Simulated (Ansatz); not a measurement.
Si2Mo:

```
Mo Si
1.0
    -1.60000    1.60000    3.93050
     1.60000   -1.60000    3.93050
     1.60000    1.60000   -3.93050
Mo Si
1 2
Direct
  0.00000 0.00000 0.00000
  0.66700 0.66700 0.00000
  0.33300 0.33300 0.00000
```

```yaml
Program: Ansatz 0.2.0
Task: relaxation of cell and atoms
Functional: PBEsol
Dispersion: D3(BJ)
Potentials_or_basis: Ansatz PAW
Cutoff: "420 eV (not typed: the program's choice for these potentials)"
k_mesh: 12 × 12 × 12
Occupations: fermi-dirac, width 0.05 eV
Spin: no spin polarisation
```

At the start: volume 13.42 Å³/atom.

**Question.** Where does the relaxation end?

**Answer.** It ends after 5 steps and the volume is 12.88 Å³/atom (-4.0 %); space group I4/mmm (No. 139, to 0.05 Å).

Step by step:
| step | energy change (eV) | largest force (eV/Å) | volume (Å³) |
| --- | --- | --- | --- |
| 1 | 0.0000 | 0.3302 | 40.25 |
| 2 | -0.0470 | 0.0684 | 38.12 |
| 3 | -0.0524 | 0.0145 | 38.67 |
| 4 | -0.0525 | 0.0048 | 38.63 |
| 5 | -0.0522 | 0.0045 | 38.63 |

Final structure:
```
Mo Si
1.0
    -1.57814    1.57814    3.87804
     1.57814   -1.57814    3.87804
     1.57814    1.57814   -3.87804
Mo Si
1 2
Direct
  0.00000 0.00000 0.00000
  0.66539 0.66539 0.00000
  0.33461 0.33461 0.00000
```

Caveat: the plane-wave basis is chosen anew once the cell has moved, so the energies of steps on either side of that aren't comparable; pairwise dispersion overbinds metals, which lowers pressure and volume; the PAW data sets come from PBE, with cores solved anew for the run's functional, which leaves a small shift of forces and pressure.
